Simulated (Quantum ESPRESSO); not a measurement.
# ZnS (Wurtzite-6H) (P6_3mc) in Quantum ESPRESSO: further runs

One crystal, ZnS (Wurtzite-6H), is run at these levels: LDA, PBEsol; tasks: band structure, single point, equation of state.

Everything below comes from runs of Quantum ESPRESSO 7.5. Logs are shortened: lines on timing, memory, paths and dates and some standing lists are left out, and cuts for length are marked.

**Experimental background.**

From a printed reference work, monograph, for a bulk crystal of ZnS at 4 K: band gap 3.911 eV (direct).

The results are compared with them further down.

### 1 The structure

Symmetry: P6_3mc, No. 186, hexagonal system. Conventional cell: a = 3.812 Å, b = 3.812 Å, c = 18.690 Å, α = 90.00°, β = 90.00°, γ = 120.00°. Zn (site symmetry 3m) is surrounded by 4 S at 2.33 to 2.34 Å. Around Zn (site symmetry 3m) lie 4 S at 2.33 to 2.34 Å. Zn (site symmetry 3m) has 4 S at 2.33 to 2.34 Å as nearest neighbours. S (site symmetry 3m) has 4 Zn at 2.33 to 2.34 Å as nearest neighbours. Around S (site symmetry 3m) lie 4 Zn at 2.33 to 2.34 Å. Around S (site symmetry 3m) lie 4 Zn at 2.33 to 2.34 Å.

### 2 Band structure, LDA

pw.in

```
&CONTROL
  calculation = 'scf'
  prefix = 'pwscf'
  outdir = './tmp'
  pseudo_dir = './pseudo'
  tprnfor = .true.
  tstress = .true.
  disk_io = 'low'
/
&SYSTEM
  ibrav = 0
  celldm(1) = 8
  nat = 12
  ntyp = 2
  ecutwfc = 56
  ecutrho = 448
  nbnd = 98
  occupations = 'smearing'
  smearing = 'fd'
  degauss = 0.00367493
/
&ELECTRONS
  conv_thr = 2.4d-09
  electron_maxstep = 120
  mixing_beta = 0.5
/
ATOMIC_SPECIES
Zn    65.3800 zn_lda_v1.uspp.F.UPF
S     32.0600 s_lda_v1.4.uspp.F.UPF
CELL_PARAMETERS alat
  0.9004544983842   0.0000000000000   0.0000000000000
 -0.4502272491921   0.7798164705465   0.0000000000000
  0.0000000000000   0.0000000000000   4.4148702964993
ATOMIC_POSITIONS crystal
Zn     0.3333333333    0.6666666667    0.8333300000
Zn     0.6666666667    0.3333333333    0.3333300000
Zn     0.6666666667    0.3333333333    0.6666700000
Zn     0.3333333333    0.6666666667    0.1666700000
Zn     0.0000000000    0.0000000000    0.5000000000
Zn     0.0000000000    0.0000000000    0.0000000000
S      0.3333333333    0.6666666667    0.9583300000
S      0.6666666667    0.3333333333    0.4583300000
S      0.6666666667    0.3333333333    0.7916700000
S      0.3333333333    0.6666666667    0.2916700000
S      0.0000000000    0.0000000000    0.6250000000
S      0.0000000000    0.0000000000    0.1250000000
K_POINTS automatic
8 8 2 0 0 0
```

bands.in

```
&CONTROL
  calculation = 'bands'
  prefix = 'pwscf'
  outdir = './tmp'
  pseudo_dir = './pseudo'
  disk_io = 'low'
  verbosity = 'high'
/
&SYSTEM
  ibrav = 0
  celldm(1) = 8
  nat = 12
  ntyp = 2
  ecutwfc = 56
  ecutrho = 448
  nbnd = 98
  occupations = 'smearing'
  smearing = 'fd'
  degauss = 0.00367493
/
&ELECTRONS
  conv_thr = 1d-08
  electron_maxstep = 120
  mixing_beta = 0.5
  diago_full_acc = .true.
  startingwfc = 'random'
/
ATOMIC_SPECIES
Zn    65.3800 zn_lda_v1.uspp.F.UPF
S     32.0600 s_lda_v1.4.uspp.F.UPF
CELL_PARAMETERS alat
  0.9004544983842   0.0000000000000   0.0000000000000
 -0.4502272491921   0.7798164705465   0.0000000000000
  0.0000000000000   0.0000000000000   4.4148702964993
ATOMIC_POSITIONS crystal
Zn     0.3333333333    0.6666666667    0.8333300000
Zn     0.6666666667    0.3333333333    0.3333300000
Zn     0.6666666667    0.3333333333    0.6666700000
Zn     0.3333333333    0.6666666667    0.1666700000
Zn     0.0000000000    0.0000000000    0.5000000000
Zn     0.0000000000    0.0000000000    0.0000000000
S      0.3333333333    0.6666666667    0.9583300000
S      0.6666666667    0.3333333333    0.4583300000
S      0.6666666667    0.3333333333    0.7916700000
S      0.3333333333    0.6666666667    0.2916700000
S      0.0000000000    0.0000000000    0.6250000000
S      0.0000000000    0.0000000000    0.1250000000
K_POINTS crystal
60
 0.0000000000  0.0000000000  0.0000000000 1
 0.0555555556  0.0000000000  0.0000000000 1
 0.1111111111  0.0000000000  0.0000000000 1
 0.1666666667  0.0000000000  0.0000000000 1
 0.2222222222  0.0000000000  0.0000000000 1
 0.2777777778  0.0000000000  0.0000000000 1
 0.3333333333  0.0000000000  0.0000000000 1
 0.3888888889  0.0000000000  0.0000000000 1
 0.4444444444  0.0000000000  0.0000000000 1
 0.5000000000  0.0000000000  0.0000000000 1
 0.4666666667  0.0666666667  0.0000000000 1
 0.4333333333  0.1333333333  0.0000000000 1
 0.4000000000  0.2000000000  0.0000000000 1
 0.3666666667  0.2666666667  0.0000000000 1
 0.3333333333  0.3333333333  0.0000000000 1
 0.3030303030  0.3030303030  0.0000000000 1
 0.2727272727  0.2727272727  0.0000000000 1
 0.2424242424  0.2424242424  0.0000000000 1
 0.2121212121  0.2121212121  0.0000000000 1
 0.1818181818  0.1818181818  0.0000000000 1
 0.1515151515  0.1515151515  0.0000000000 1
 0.1212121212  0.1212121212  0.0000000000 1
 0.0909090909  0.0909090909  0.0000000000 1
 0.0606060606  0.0606060606  0.0000000000 1
 0.0303030303  0.0303030303  0.0000000000 1
 0.0000000000  0.0000000000  0.0000000000 1
 0.0000000000  0.0000000000  0.5000000000 1
 0.0500000000  0.0000000000  0.5000000000 1
 0.1000000000  0.0000000000  0.5000000000 1
 0.1500000000  0.0000000000  0.5000000000 1
 0.2000000000  0.0000000000  0.5000000000 1
 0.2500000000  0.0000000000  0.5000000000 1
 0.3000000000  0.0000000000  0.5000000000 1
 0.3500000000  0.0000000000  0.5000000000 1
 0.4000000000  0.0000000000  0.5000000000 1
 0.4500000000  0.0000000000  0.5000000000 1
 0.5000000000  0.0000000000  0.5000000000 1
 0.4722222222  0.0555555556  0.5000000000 1
 0.4444444444  0.1111111111  0.5000000000 1
 0.4166666667  0.1666666667  0.5000000000 1
 0.3888888889  0.2222222222  0.5000000000 1
 0.3611111111  0.2777777778  0.5000000000 1
 0.3333333333  0.3333333333  0.5000000000 1
 0.3076923077  0.3076923077  0.5000000000 1
 0.2820512821  0.2820512821  0.5000000000 1
 0.2564102564  0.2564102564  0.5000000000 1
 0.2307692308  0.2307692308  0.5000000000 1
 0.2051282051  0.2051282051  0.5000000000 1
 0.1794871795  0.1794871795  0.5000000000 1
 0.1538461538  0.1538461538  0.5000000000 1
 0.1282051282  0.1282051282  0.5000000000 1
 0.1025641026  0.1025641026  0.5000000000 1
 0.0769230769  0.0769230769  0.5000000000 1
 0.0512820513  0.0512820513  0.5000000000 1
 0.0256410256  0.0256410256  0.5000000000 1
 0.0000000000  0.0000000000  0.5000000000 1
 0.5000000000  0.0000000000  0.5000000000 1
 0.5000000000  0.0000000000  0.0000000000 1
 0.3333333333  0.3333333333  0.0000000000 1
 0.3333333333  0.3333333333  0.5000000000 1
```

Potentials or basis: GBRV 1.5 LDA.

Command:

```console
> OMP_NUM_THREADS=1 mpirun -n 2 pw.x -nk 2 -in pw.in > pw.out
> OMP_NUM_THREADS=1 mpirun -n 2 pw.x -nk 2 -in bands.in > bands.out
```

pw.out:

```text
This program is part of the open-source Quantum ESPRESSO suite
     for quantum simulation of materials; please cite
[... 6 lines left out ...]
     using ibrav=0 with symmetry is DISCOURAGED, use correct ibrav instead

     K-points division:     npool     =       2
     Subspace diagonalization in iterative solution of the eigenvalue problem:
     a serial algorithm will be used

     G-vector sticks info
     --------------------
     sticks:   dense  smooth     PW     G-vecs:    dense   smooth      PW
     Sum        1615     805    235               254187    89929   13909

     Using Slab Decomposition

     bravais-lattice index     =            0
     lattice parameter (alat)  =       8.0000  a.u.
     unit-cell volume          =    1587.2381 (a.u.)^3
     number of atoms/cell      =           12
     number of atomic types    =            2
     number of electrons       =       156.00
     number of Kohn-Sham states=           98
     kinetic-energy cutoff     =      56.0000  Ry
     charge density cutoff     =     448.0000  Ry
     scf convergence threshold =      2.4E-09
     mixing beta               =       0.5000
     number of iterations used =            8  plain     mixing
     Exchange-correlation=  SLA  PZ   NOGX NOGC
                           (   1   1   0   0   0   0   0)

     celldm(1)=   8.000000  celldm(2)=   0.000000  celldm(3)=   0.000000
     celldm(4)=   0.000000  celldm(5)=   0.000000  celldm(6)=   0.000000

     crystal axes: (cart. coord. in units of alat)
               a(1) = (   0.900454   0.000000   0.000000 )
               a(2) = (  -0.450227   0.779816   0.000000 )
               a(3) = (   0.000000   0.000000   4.414870 )

     reciprocal axes: (cart. coord. in units 2 pi/alat)
               b(1) = (  1.110550  0.641177 -0.000000 )
               b(2) = (  0.000000  1.282353  0.000000 )
               b(3) = (  0.000000 -0.000000  0.226507 )

     PseudoPot. # 1 for Zn read from file:
     zn_lda_v1.uspp.F.UPF
     Pseudo is Ultrasoft, Zval = 20.0
     Generated by new atomic code, or converted to UPF format
     Using radial grid of  943 points,  6 beta functions with:
                l(1) =   0
                l(2) =   0
                l(3) =   1
                l(4) =   1
                l(5) =   2
                l(6) =   2
     Q(r) pseudized with  8 coefficients,  rinner =    1.100   1.100   1.100
                                                       1.100   1.100

     PseudoPot. # 2 for S  read from file:
     s_lda_v1.4.uspp.F.UPF
     Pseudo is Ultrasoft + core correction, Zval =  6.0
     Generated by new atomic code, or converted to UPF format
     Using radial grid of  907 points,  6 beta functions with:
                l(1) =   0
                l(2) =   0
                l(3) =   1
                l(4) =   1
[... 90 lines left out ...]
     c_bands:  1 eigenvalues not converged
     ethr =  5.83E-06,  avg # of iterations =  9.3

     total energy              =   -2912.70493911 Ry
     estimated scf accuracy    <       0.00141626 Ry

     iteration #  5     ecut=    56.00 Ry     beta= 0.50
     Davidson diagonalization with overlap
     ethr =  9.08E-07,  avg # of iterations =  2.1
[... 32 lines left out ...]
     iteration # 10     ecut=    56.00 Ry     beta= 0.50
     Davidson diagonalization with overlap
     ethr =  3.34E-12,  avg # of iterations =  4.2

     End of self-consistent calculation

          k = 0.0000 0.0000 0.0000 ( 11311 PWs)   bands (ev):

  -117.6018-117.6018-117.5984-117.5984-117.5910-117.5910 -72.2351 -72.2351
   -72.2351 -72.2351 -72.2341 -72.2341 -72.2315 -72.2315 -72.2313 -72.2313
   -72.2312 -72.2312 -72.2242 -72.2242 -72.2239 -72.2239 -72.2239 -72.2239
    -6.6163  -6.4093  -6.4017  -5.9299  -5.9221  -5.6474   0.0608   0.0641
     0.0674   0.0674   0.0707   0.0869   0.0869   0.1055   0.1055   0.1414
     0.1414   0.1554   0.1554   0.1708   0.1708   0.2126   0.2208   0.5374
     0.5374   0.5413   0.5413   0.5570   0.5570   0.5620   0.5620   0.5801
     0.5801   0.5900   0.5900   0.7590   1.1341   2.5573   2.5666   4.7915
     4.8091   5.6701   5.6701   5.8655   5.8655   5.8785   5.8785   6.3108
     6.3108   6.3222   6.3222   6.5435   6.5680   6.5680   8.4708   9.5592
     9.6062   9.6817   9.7133   9.8441  12.6679  12.7328  12.7328  12.7582
    12.8362  12.9656  12.9656  13.1830  13.1830  13.2791  13.2791  13.5508
    13.5508  13.7038
[... 99 lines left out ...]
  -117.6018-117.6018-117.5984-117.5984-117.5910-117.5910 -72.2352 -72.2352
   -72.2351 -72.2351 -72.2341 -72.2341 -72.2315 -72.2315 -72.2314 -72.2314
   -72.2313 -72.2313 -72.2242 -72.2242 -72.2240 -72.2240 -72.2239 -72.2239
    -5.8234  -5.8234  -5.6039  -5.6039  -5.3741  -5.3741   0.0430   0.0430
     0.1264   0.1264   0.1709   0.1709   0.1801   0.1801   0.2640   0.2640
     0.2836   0.2836   0.3487   0.3487   0.3588   0.3588   0.4617   0.4617
     0.5452   0.5452   0.5644   0.5644   0.5870   0.5870   0.6172   0.6172
     0.6177   0.6177   0.8433   0.8433   1.7593   1.7593   2.0834   2.0834
     2.7548   2.7548   3.5517   3.5517   4.5402   4.5402   4.6488   4.6488
     5.0766   5.0766   5.4601   5.4601   5.6929   5.6929   9.9346   9.9346
    10.2795  10.2795  10.6742  10.6742  11.1846  11.1846  12.3707  12.3707
    13.1070  13.1070  13.6090  13.6090  14.3050  14.3050  14.9594  14.9594
    15.1136  15.1136

          k = 0.0000-0.6412 0.0000 ( 11222 PWs)   bands (ev):

  -117.6018-117.6018-117.5984-117.5984-117.5910-117.5910 -72.2352 -72.2352
   -72.2351 -72.2351 -72.2341 -72.2341 -72.2315 -72.2315 -72.2314 -72.2314
   -72.2313 -72.2313 -72.2242 -72.2242 -72.2240 -72.2240 -72.2239 -72.2239
    -5.6534  -5.5795  -5.5701  -5.4110  -5.4090  -5.3234   0.0337   0.0892
     0.1003   0.1632   0.1774   0.1783   0.1849   0.2244   0.2359   0.3337
     0.3454   0.3550   0.3699   0.3936   0.4067   0.4326   0.4560   0.5567
     0.5834   0.5870   0.5917   0.6074   0.6135   0.6313   0.7145   0.7161
     0.7445   0.7501   0.7541   0.7616   1.2641   1.5032   1.6768   1.8084
     2.1046   2.1553   3.7207   3.8132   4.2900   4.4386   4.5968   4.6024
     4.6179   5.0369   5.2777   5.2836   5.4481   5.6740   9.7850   9.9142
     9.9582  10.2303  10.3948  10.6122  10.8629  11.1774  11.9799  12.6737
    12.6972  13.1821  13.3199  14.2316  14.2400  14.2790  14.6937  15.3518
    15.3615  15.9523

          k = 0.0000-0.6412-0.1133 ( 11224 PWs)   bands (ev):

  -117.6018-117.6018-117.5984-117.5984-117.5910-117.5910 -72.2352 -72.2352
   -72.2351 -72.2351 -72.2341 -72.2341 -72.2315 -72.2315 -72.2314 -72.2314
   -72.2313 -72.2313 -72.2242 -72.2242 -72.2240 -72.2240 -72.2239 -72.2239
    -5.6327  -5.6327  -5.4936  -5.4936  -5.3469  -5.3469   0.0505   0.0505
     0.1444   0.1444   0.1790   0.1790   0.1918   0.1918   0.2842   0.2842
     0.3665   0.3665   0.3797   0.3797   0.4037   0.4037   0.5176   0.5176
     0.5846   0.5846   0.5978   0.5978   0.6248   0.6248   0.7197   0.7197
     0.7324   0.7324   0.7695   0.7695   1.3415   1.3415   1.8447   1.8447
     2.0561   2.0561   3.8493   3.8493   4.3716   4.3716   4.3827   4.3827
     4.9269   4.9269   5.3240   5.3240   5.5637   5.5637   9.7103   9.7103
    10.2121  10.2121  10.5034  10.5034  11.1022  11.1022  12.0984  12.0984
    13.0495  13.0495  13.5615  13.5615  14.7123  14.7123  15.0920  15.0920
    15.2317  15.2317
[... 147 lines left out ...]
  -117.6018-117.6018-117.5984-117.5984-117.5910-117.5910 -72.2352 -72.2352
   -72.2352 -72.2352 -72.2341 -72.2341 -72.2315 -72.2315 -72.2313 -72.2313
   -72.2313 -72.2313 -72.2242 -72.2242 -72.2240 -72.2240 -72.2239 -72.2239
    -5.4826  -5.4826  -5.4179  -5.4179  -5.3573  -5.3573   0.1387   0.1387
     0.1724   0.1724   0.2238   0.2238   0.2547   0.2547   0.2868   0.2868
     0.3382   0.3382   0.4338   0.4338   0.4604   0.4604   0.5004   0.5004
     0.5370   0.5370   0.5607   0.5607   0.5791   0.5791   0.7830   0.7830
     0.8242   0.8242   0.8929   0.8929   1.6457   1.6457   1.8680   1.8680
     2.0144   2.0144   3.2416   3.2416   3.5827   3.5827   3.9957   3.9957
     4.4761   4.4761   4.8567   4.8567   5.1241   5.1241  10.7984  10.7984
    11.1097  11.1097  11.5254  11.5254  12.3266  12.3266  12.5421  12.5421
    12.9920  12.9920  13.6436  13.6436  14.3815  14.3815  14.8524  14.8524
    15.2693  15.2693

     the Fermi energy is     7.5499 ev

!    total energy              =   -2912.70508252 Ry
     estimated scf accuracy    <          9.0E-10 Ry
     smearing contrib. (-TS)   =      -0.00000000 Ry
     internal energy E=F+TS    =   -2912.70508252 Ry

     The total energy is F=E-TS. E is the sum of the following terms:
     one-electron contribution =   -2724.13182770 Ry
     hartree contribution      =    1401.24265478 Ry
     xc contribution           =    -299.85839804 Ry
     ewald contribution        =   -1289.95751155 Ry

     convergence has been achieved in  10 iterations

     Forces acting on atoms (cartesian axes, Ry/au):

     atom    1 type  1   force =     0.00000000   -0.00000000    0.00009174
     atom    2 type  1   force =     0.00000000    0.00000000    0.00009174
     atom    3 type  1   force =     0.00000000   -0.00000000    0.00045351
     atom    4 type  1   force =     0.00000000    0.00000000    0.00045351
     atom    5 type  1   force =    -0.00000000   -0.00000000   -0.00027950
     atom    6 type  1   force =    -0.00000000   -0.00000000   -0.00027950
     atom    7 type  2   force =     0.00000000    0.00000000   -0.00105827
     atom    8 type  2   force =    -0.00000000   -0.00000000   -0.00105827
     atom    9 type  2   force =     0.00000000    0.00000000   -0.00027499
     atom   10 type  2   force =     0.00000000    0.00000000   -0.00027499
     atom   11 type  2   force =     0.00000000    0.00000000    0.00106752
     atom   12 type  2   force =     0.00000000   -0.00000000    0.00106752

     Total force =     0.002292     Total SCF correction =     0.000034

     Computing stress (Cartesian axis) and pressure

          total   stress  (Ry/bohr**3)                   (kbar)     P=      -40.30
  -0.00027524  -0.00000000   0.00000000          -40.49       -0.00        0.00
   0.00000000  -0.00027524   0.00000000            0.00      -40.49        0.00
   0.00000000   0.00000000  -0.00027128            0.00        0.00      -39.91

=------------------------------------------------------------------------------=
   JOB DONE.
=------------------------------------------------------------------------------=
```

Run time: 46 min. Hardware: 2 MPI ranks of AMD EPYC (Zen 3), shared host; peak memory 1.5 GiB.

What came out:

- Free energy: -39629.3715 eV
- Pressure: -4.0 GPa
- Largest force: 0.027 eV/Å
- Band gap on the k mesh: 1.90 eV, direct
- Band gap along the path: 1.90 eV, direct

Forces on the atoms (eV/Å):
```
Zn   0.000  0.000  0.002
Zn   0.000  0.000  0.002
Zn   0.000  0.000  0.012
Zn   0.000  0.000  0.012
Zn   0.000  0.000 -0.007
Zn   0.000  0.000 -0.007
S    0.000  0.000 -0.027
S    0.000  0.000 -0.027
S    0.000  0.000 -0.007
S    0.000  0.000 -0.007
S    0.000  0.000  0.027
S    0.000  0.000  0.027
```

Levels at the corners of the path, in eV from the valence-band top:
| point | band 74 | band 75 | band 76 | band 77 | band 78 | band 79 | band 80 | band 81 | band 82 | band 83 |
| --- | --- | --- | --- | --- | --- | --- | --- | --- | --- | --- |
| Γ | -0.25 | -0.25 | -0.02 | 0.00 | 0.00 | 1.90 | 2.99 | 3.04 | 3.11 | 3.15 |
| M | -1.53 | -1.29 | -1.28 | -1.12 | -0.89 | 3.22 | 3.35 | 3.39 | 3.66 | 3.83 |
| K | -2.07 | -1.94 | -1.57 | -1.52 | -1.52 | 4.22 | 4.22 | 4.23 | 5.18 | 5.28 |
| Γ | -0.25 | -0.25 | -0.02 | 0.00 | 0.00 | 1.90 | 2.99 | 3.04 | 3.11 | 3.15 |
| A | -0.48 | -0.07 | -0.07 | -0.07 | -0.07 | 2.41 | 2.41 | 3.05 | 3.05 | 3.31 |
| L | -1.64 | -1.24 | -1.24 | -1.00 | -1.00 | 3.14 | 3.14 | 3.64 | 3.64 | 3.94 |
| H | -1.94 | -1.74 | -1.74 | -1.58 | -1.58 | 4.48 | 4.48 | 4.57 | 4.57 | 4.68 |
| A | -0.48 | -0.07 | -0.07 | -0.07 | -0.07 | 2.41 | 2.41 | 3.05 | 3.05 | 3.31 |
| L | -1.64 | -1.24 | -1.24 | -1.00 | -1.00 | 3.14 | 3.14 | 3.64 | 3.64 | 3.94 |
| M | -1.53 | -1.29 | -1.28 | -1.12 | -0.89 | 3.22 | 3.35 | 3.39 | 3.66 | 3.83 |
| K | -2.07 | -1.94 | -1.57 | -1.52 | -1.52 | 4.22 | 4.22 | 4.23 | 5.18 | 5.28 |
| H | -1.94 | -1.74 | -1.74 | -1.58 | -1.58 | 4.48 | 4.48 | 4.57 | 4.57 | 4.68 |

Caveat: some levels on the path didn't converge; the cell's inner coordinates are idealised or old, which leaves forces on the atoms.

(Continued in part 2 of 2.)
